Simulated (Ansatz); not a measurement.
# CO2 (I-42d) in Ansatz: further runs

The runs below take CO2 through relaxation of cell and atoms, with PBEsol+D4, RPBE+D3(BJ), RPBE+D4, revPBE+D3(BJ), revPBE+D4, BLYP+D3(BJ).

Everything below comes from runs of Ansatz 0.2.0. Logs are shortened: lines on timing, memory, paths and dates and some standing lists are left out, and cuts for length are marked.

**1. The crystal as given**

Symmetry: I-42d, No. 122, tetragonal system. Conventional cell: a = 3.949 Å, b = 3.949 Å, c = 6.028 Å, α = 90.00°, β = 90.00°, γ = 90.00°. O (site symmetry 2) has 2 C at 1.40 Å as nearest neighbours. Around C (site symmetry -4) lie 4 O at 1.40 Å.

The cell comes from a database or a generator and needn't be the stable form of this composition.

**2. Relaxation of cell and atoms, PBEsol+D4**

File input.yaml:

```yaml
crystal:
  lattice:
    - [-1.974727, 1.974727, 3.014058]
    - [1.974727, -1.974727, 3.014058]
    - [1.974727, 1.974727, -3.014058]
  atoms:
    - { symbol: O, position: [0.875, 0.959798, 0.584798] }
    - { symbol: O, position: [0.375, 0.290202, 0.415202] }
    - { symbol: O, position: [0.040202, 0.625, 0.915202] }
    - { symbol: O, position: [0.709798, 0.125, 0.084798] }
    - { symbol: C, position: [0.0, 0.0, 0.0] }
    - { symbol: C, position: [0.75, 0.25, 0.5] }
hamiltonian:
  xc: pbesol
  pseudopotentials: { kind: paw }
  dispersion: d4
kpoints:
  mp_grid: { grid: [9, 9, 9] }
scf:
  occupations: { method: fermi_dirac, width: 0.05 }
output:
  forces: true
  stress: true
relax:
  f_tol: 0.01
  max_steps: 40
  cell: { stress_tol: 0.05 }
```

Potentials or basis: Ansatz PAW.

On the command line:

```
ansatz run input.yaml --threads 2 --pin off --max-ram 5632MiB --backend cpu --events-out ev --progress --plain --runs-dir out
```

The log of the run:

```text
Warning: RAYON_NUM_THREADS=2 ignored (pool sized by the plan → 2); use --threads N
Engine: ansatz 0.2.0, x86_64-unknown-linux-gnu
Pseudopotentials: kind: paw
Pseudopotential: O, paw, valence charge 6, recommended cutoff 420 eV (normal), O.paw.azcp
Pseudopotential: C, paw, valence charge 4, recommended cutoff 420 eV (normal), C.paw.azcp
Functional definition: PBEsol
  exchange = pbesol_x
  correlation = pbesol_c
Crystal: 6 atoms, lattice volume = 47.014 Å³
Basis set: ecut = 420 eV, 919 PW (Γ), exchange–correlation on 60×60×60 points (8 copies of the dense FFT grid, shifted against one another)
Bands: 22, of which v1, the nominal top of the filled ones, is band 16 counted from 1 (15 counted from 0)
Symmetry: 8 space group operations
Space group: I-42d (ITA 122), of the structure as read, at distance tolerance 3.6e-5 Å
k-points: 75 of 729 (time reversal used)
Non-local potential: O, projectors of the file, l = 0: 2, l = 1: 2, l = 2: 1
Non-local potential: C, projectors of the file, l = 0: 2, l = 1: 2, l = 2: 1
PAW form: soft (Blöchl's): semilocal exchange-correlation on the pseudo side does not see the compensation charge
PAW frozen core: O, regenerated for the run's functional, and the local potential with it (the file was generated under x = pbe(κ = 0.804, μ = 0.2195149727645171), c = pbe(β = 0.06672455060314922))
PAW frozen core: C, regenerated for the run's functional, and the local potential with it (the file was generated under x = pbe(κ = 0.804, μ = 0.2195149727645171), c = pbe(β = 0.06672455060314922))
PAW one-centre angular grid: O, 110 points (default); XC on 64 Gauss nodes
PAW one-centre angular grid: C, 110 points (default); XC on 64 Gauss nodes
Initial density: superposition of atomic densities (neutral atoms: chi_scale 0, normalization atom), corrected by the library's trained network
Initial wavefunctions: pseudopotential atomic-orbital guess
Functional: x = pbesol(κ = 0.804, μ = 0.12345679012345678), c = pbesol(β = 0.046)
SCF iter   1: F=—  HF=-2733.098492 eV  |F-HF|=—  |Δ(HF+E_count)|=         —  Δρ=1.00e-2  dr2=3.16e-2  ethr=1.77e-3  ⟨swp⟩=6.0  Hψ=7370  notcnv=0
preconditioner: auto → none  [insulator: Δε(μ)=7.554 eV  Ē_g=18.825 eV  σ=0.050 eV  W_gap=1.00  n_scr=14 (ndim 8)  ℏωp=30.6 eV  f_vac=0.039  D(μ)=0.00/eV (n_scr^D=0)  ε∞_Penn≈3.6]
SCF iter   2: F=—  HF=-2733.089204 eV  |F-HF|=—  |Δ(HF+E_count)|=   9.29e-3  Δρ=2.59e-3  dr2=1.86e-3  ethr=9.86e-5  ⟨swp⟩=2.9  Hψ=3685  notcnv=0  defer=147
SCF iter   3: F=—  HF=-2733.089175 eV  |F-HF|=—  |Δ(HF+E_count)|=   2.98e-5  Δρ=1.18e-3  dr2=3.11e-4  ethr=5.80e-6  ⟨swp⟩=2.6  Hψ=2908  notcnv=0  defer=147
SCF iter   4: F=—  HF=-2733.089203 eV  |F-HF|=—  |Δ(HF+E_count)|=   2.82e-5  Δρ=4.28e-4  dr2=1.65e-5  ethr=9.71e-7  ⟨swp⟩=2.1  Hψ=2507  notcnv=0  defer=147
SCF iter   5: F=—  HF=-2733.089241 eV  |F-HF|=—  |Δ(HF+E_count)|=   3.80e-5  Δρ=3.41e-5  dr2=1.56e-7  ethr=5.16e-8  ⟨swp⟩=2.8  Hψ=3011  notcnv=0  defer=147
SCF iter   6: F=-2733.089241 eV  HF=-2733.089241 eV  |F-HF|=5.67e-9  |Δ(HF+E_count)|=   2.57e-7  Δρ=4.72e-6  dr2=3.16e-9  ethr=3.13e-10  ⟨swp⟩=4.0  Hψ=5265  notcnv=0
SCF 1 converged in 6 iterations: F = -2733.089241 eV  dr2 = 3.16e-9
relax step   1: F+E_penalty+E_count = -2733.08924099 eV  Δ(F+E_penalty+E_count) = +0.000e0 eV  max|allowed force component| = 2.131e-1 eV/Å  Δτ_max = 0.0000 Å  P = -7.851 GPa  Ω = 47.014 Å³  (6 SCF iters, dr2 threshold 1.00e-7 eV, accepted)
Crystal: 6 atoms, lattice volume = 45.667 Å³
Basis set: ecut = 420 eV, 901 PW (Γ), exchange–correlation on 60×60×60 points (8 copies of the dense FFT grid, shifted against one another)
Initial density: handed on by an earlier stage of this run
Initial wavefunctions: those handed on with the density
iter 1 solved again at ethr=1.99e-5 eV; its pass at ethr=3.10e-3 eV (dr2=6.37e-3 eV) is discarded
SCF iter   1: F=—  HF=-2733.136895 eV  |F-HF|=—  |Δ(HF+E_count)|=         —  Δρ=5.80e-3  dr2=6.41e-3  ethr=1.99e-5  ⟨swp⟩=1.1  Hψ=10001  notcnv=0
preconditioner: auto → none  [insulator: Δε(μ)=7.647 eV  Ē_g=19.094 eV  σ=0.050 eV  W_gap=1.00  n_scr=14 (ndim 8)  ℏωp=31.1 eV  f_vac=0.022  D(μ)=0.00/eV (n_scr^D=0)  ε∞_Penn≈3.6]
SCF iter   2: F=—  HF=-2733.135545 eV  |F-HF|=—  |Δ(HF+E_count)|=   1.35e-3  Δρ=2.74e-3  dr2=9.73e-4  ethr=1.99e-5  ⟨swp⟩=2.2  Hψ=2853  notcnv=0
SCF iter   3: F=—  HF=-2733.135499 eV  |F-HF|=—  |Δ(HF+E_count)|=   4.54e-5  Δρ=7.99e-4  dr2=1.72e-4  ethr=3.04e-6  ⟨swp⟩=3.0  Hψ=3013  notcnv=0
SCF iter   4: F=—  HF=-2733.135461 eV  |F-HF|=—  |Δ(HF+E_count)|=   3.79e-5  Δρ=2.21e-4  dr2=5.79e-6  ethr=5.39e-7  ⟨swp⟩=2.0  Hψ=2531  notcnv=0
SCF iter   5: F=-2733.135462 eV  HF=-2733.135462 eV  |F-HF|=5.54e-8  |Δ(HF+E_count)|=   3.04e-7  Δρ=2.72e-5  dr2=8.52e-8  ethr=1.87e-9  ⟨swp⟩=5.0  Hψ=6124  notcnv=0
[... 32 lines left out ...]
SCF 5 converged in 6 iterations: F = -2733.130682 eV  dr2 = 2.68e-12
relax step   5: F+E_penalty+E_count = -2733.13068197 eV  Δ(F+E_penalty+E_count) = +1.152e-2 eV  max|allowed force component| = 7.027e-3 eV/Å  Δτ_max = 0.0000 Å  P = -0.430 GPa  Ω = 45.252 Å³  stress off target by 4.35e-1 GPa  SCF on the basis re-selected at this cell (its energy is not comparable with the rows above)  (6 SCF iters)
basis re-selected at this cell: Δ(F+E_penalty+E_count) = +1.152e-2 eV, ΔP = -0.424 GPa vs the last step (what re-selecting the basis moved, of the pressure what is left beyond the Pulay correction that the steps carried, after the strain that the cell walked since its last selection, with what the two solves' SCF thresholds leave and, on support functions, any second-order correction that the steps lacked; it is no measure of the basis error at this ecutwfc). This SCF's stress stands 4.35e-1 GPa from its target on what of the cell is left free (relax.cell.stress_tol is 5.00e-2 GPa) and its largest allowed force component is 7.03e-3 eV/Å (relax.f_tol is 1.00e-2 eV/Å): not within both, so this SCF does not close the relaxation
Crystal: 6 atoms, lattice volume = 45.149 Å³
iter 1 solved again at ethr=1.57e-7 eV; its pass at ethr=3.10e-3 eV (dr2=5.04e-5 eV) is discarded
SCF iter   1: F=—  HF=-2733.131621 eV  |F-HF|=—  |Δ(HF+E_count)|=         —  Δρ=4.90e-4  dr2=4.27e-5  ethr=1.57e-7  ⟨swp⟩=2.2  Hψ=9629  notcnv=0
preconditioner: auto → none  [insulator: Δε(μ)=7.678 eV  Ē_g=19.240 eV  σ=0.050 eV  W_gap=1.00  n_scr=14 (ndim 8)  ℏωp=31.3 eV  f_vac=0.023  D(μ)=0.00/eV (n_scr^D=0)  ε∞_Penn≈3.6]
SCF iter   2: F=—  HF=-2733.131612 eV  |F-HF|=—  |Δ(HF+E_count)|=   8.52e-6  Δρ=2.34e-4  dr2=6.83e-6  ethr=1.34e-7  ⟨swp⟩=2.1  Hψ=2836  notcnv=0
SCF iter   3: F=—  HF=-2733.131612 eV  |F-HF|=—  |Δ(HF+E_count)|=   3.38e-7  Δρ=6.61e-5  dr2=1.19e-6  ethr=2.13e-8  ⟨swp⟩=3.0  Hψ=3028  notcnv=0
SCF iter   4: F=-2733.131612 eV  HF=-2733.131612 eV  |F-HF|=7.46e-9  |Δ(HF+E_count)|=   2.89e-7  Δρ=1.76e-5  dr2=3.46e-8  ethr=1.48e-9  ⟨swp⟩=4.2  Hψ=5455  notcnv=0
SCF 6 converged in 4 iterations: F = -2733.131612 eV  dr2 = 3.46e-8
relax step   6: F+E_penalty+E_count = -2733.13161179 eV  Δ(F+E_penalty+E_count) = -9.298e-4 eV  max|allowed force component| = 1.957e-3 eV/Å  Δτ_max = 0.0011 Å  P = +0.001 GPa  Ω = 45.149 Å³  energy of the carried Pulay correction = +8.048e-4 eV  (4 SCF iters, dr2 threshold 4.72e-7 eV, accepted)
iter 1 solved again at ethr=2.75e-8 eV; its pass at ethr=3.10e-3 eV (dr2=8.81e-6 eV) is discarded
SCF iter   1: F=—  HF=-2733.130738 eV  |F-HF|=—  |Δ(HF+E_count)|=         —  Δρ=3.90e-5  dr2=1.21e-7  ethr=2.75e-8  ⟨swp⟩=3.2  Hψ=12416  notcnv=0
SCF iter   2: F=—  HF=-2733.130738 eV  |F-HF|=—  |Δ(HF+E_count)|=   2.76e-7  Δρ=1.67e-5  dr2=2.75e-8  ethr=3.79e-10  ⟨swp⟩=2.0  Hψ=2544  notcnv=0
SCF iter   3: F=—  HF=-2733.130738 eV  |F-HF|=—  |Δ(HF+E_count)|=   1.08e-8  Δρ=7.49e-6  dr2=4.45e-9  ethr=8.61e-11  ⟨swp⟩=2.9  Hψ=2889  notcnv=0
SCF iter   4: F=-2733.130738 eV  HF=-2733.130738 eV  |F-HF|=5.28e-11  |Δ(HF+E_count)|=   2.97e-9  Δρ=7.18e-7  dr2=5.56e-11  ethr=1.00e-12  ⟨swp⟩=3.5  Hψ=7140  notcnv=0
SCF 7 converged in 4 iterations: F = -2733.130738 eV  dr2 = 5.56e-11
relax step   7: F+E_penalty+E_count = -2733.13073788 eV  Δ(F+E_penalty+E_count) = +8.739e-4 eV  max|allowed force component| = 1.833e-3 eV/Å  Δτ_max = 0.0000 Å  P = -0.016 GPa  Ω = 45.149 Å³  stress off target by 2.84e-2 GPa  SCF on the basis re-selected at this cell (its energy is not comparable with the rows above)  (4 SCF iters)
basis re-selected at this cell: Δ(F+E_penalty+E_count) = +8.739e-4 eV, ΔP = -0.017 GPa vs the last step (what re-selecting the basis moved, of the pressure what is left beyond the Pulay correction that the steps carried, after the strain that the cell walked since its last selection, with what the two solves' SCF thresholds leave and, on support functions, any second-order correction that the steps lacked; it is no measure of the basis error at this ecutwfc). This SCF's stress stands 2.84e-2 GPa from its target on what of the cell is left free (relax.cell.stress_tol is 5.00e-2 GPa) and its largest allowed force component is 1.83e-3 eV/Å (relax.f_tol is 1.00e-2 eV/Å): within both
SCF converged after 4 iterations
Free energy (F): -2733.130738 eV
Harris-Foulkes:  -2733.130738 eV  (|F-HF|=5.28e-11)
Internal energy: -2733.130738 eV  (E = F + TS)
E sigma→0 (E₀):  -2733.130738 eV
Fermi energy:    9.359739 eV
--- Per-component energies (eV) ---
  E_band       = -103.999768
  E_kinetic    = 882.799731
  E_local      = -1719.873347  (includes V_loc(G=0)·N_el)
  E_nonlocal   = 246.044684
  E_hartree    = 566.940070
  E_xc         = -383.800799
  E_vxc        = -488.779013  (∫ρ·V_xc dr)
  E_paw        = -801.521718  (= ΣΔE_a)
  E_vpaw       = -158.081951  (= ΣTr[D̂ρ^β])
  E_aug_tail   = 0.010111  (compensation charges beyond the density's cutoff)
  E_ewald      = -1523.467272
  E_disp       = -0.445550  (pairwise vdW)
  E_core_change = 0.183353  (= ΣΔE_core)
  E_smearing   = -0.000000  (= −TS)
  E_closure    = -0.000000  (closes the sum)
  Σ components = -2733.130738   (vs F -2733.130738, Δ=0.00e0)
--- Forces (eV/Å), atoms counted from 1 ---
  atom   1  O     -0.00183314     0.00000000    -0.00000000
  atom   2  O      0.00183314     0.00000000     0.00000000
  atom   3  O      0.00000000     0.00183314     0.00000000
  atom   4  O      0.00000000    -0.00183314    -0.00000000
  atom   5  C     -0.00000000     0.00000000    -0.00000000
  atom   6  C     -0.00000000    -0.00000000    -0.00000000
  max |Σ_I F_I| component: 1.02e-16 eV/Å
--- Stress (GPa, compression-positive) ---
       -0.009846      -0.000000       0.000000
        0.000000      -0.009846      -0.000000
        0.000000      -0.000000      -0.028391
  P = ⅓ Tr σ = -0.0160 GPa (-0.160 kbar)
--- Relaxed structure (5 steps of the walk, 5 accepted, 2 SCFs on fresh bases) ---
  F+E_penalty+E_count = -2733.13073788 eV   max|allowed force component| = 1.833e-3 eV/Å   (the final SCF, on the basis selected at the relaxed cell)
  cell:  # Å, volume = 45.1493 Å³
    - [-1.950961181188838, 1.950961181188838, 2.965473319855726]
    - [1.950961181188838, -1.950961181188838, 2.965473319855726]
    - [1.950961181188838, 1.950961181188838, -2.965473319855726]
  atoms:
    - { symbol: O, position: [0.8749999999999998, 0.9561617252813446, 0.5811617252813446] }
    - { symbol: O, position: [0.37499999999999994, 0.2938382747186552, 0.4188382747186552] }
    - { symbol: O, position: [0.04383827471865523, 0.6249999999999999, 0.9188382747186551] }
    - { symbol: O, position: [0.7061617252813446, 0.12499999999999997, 0.0811617252813446] }
    - { symbol: C, position: [8.229002746084549e-35, -8.432140345378729e-35, -2.0313759929418077e-36] }
    - { symbol: C, position: [0.75, 0.24999999999999994, 0.49999999999999994] }
```

Wall time 9.9 s (2 threads of AMD EPYC 9R45 (Zen 5), shared host); peak memory 0.46 GiB.

Results:

* Free energy: -2733.1307 eV
* Relaxed volume: 7.52 Å³/atom
* Relaxed cell: a = 4.050 Å, b = 4.050 Å, c = 4.050 Å, α = 122.41°, β = 122.41°, γ = 85.87°
* Space group after relaxing (to 0.05 Å): I-42d (No. 122)
* Energy gained by relaxing: 6.9 meV/atom
* Ionic steps: 7
* Pressure after relaxing: 0.0 GPa
* Band gap on the k mesh: 7.68 eV

The path:
```csv
step,energy change (eV),largest force (eV/Å),volume (Å³)
1,0.0000,0.2131,47.01
2,-0.0462,0.1071,45.67
3,-0.0531,0.0208,45.22
4,-0.0530,0.0061,45.25
5,-0.0414,0.0070,45.25
6,-0.0424,0.0020,45.15
7,-0.0415,0.0018,45.15
```

Final structure:
```
O C
1.0
    -1.95096    1.95096    2.96547
     1.95096   -1.95096    2.96547
     1.95096    1.95096   -2.96547
O C
4 2
Direct
  0.87500 0.95616 0.58116
  0.37500 0.29384 0.41884
  0.04384 0.62500 0.91884
  0.70616 0.12500 0.08116
  0.00000 0.00000 0.00000
  0.75000 0.25000 0.50000
```

Caveat: odd divisions of the mesh miss points on the zone boundary, where band edges often lie, so the gap on the mesh can be too wide; the plane-wave basis is chosen anew once the cell has moved, so the energies of steps on either side of that aren't comparable; the pressure holds a Pulay correction of +1.3 GPa for the finite cutoff; the PAW data sets come from PBE, with cores solved anew for the run's functional, which leaves a small shift of forces and pressure. A k mesh can miss the band edges.

(Part 1 of 2 ends here.)
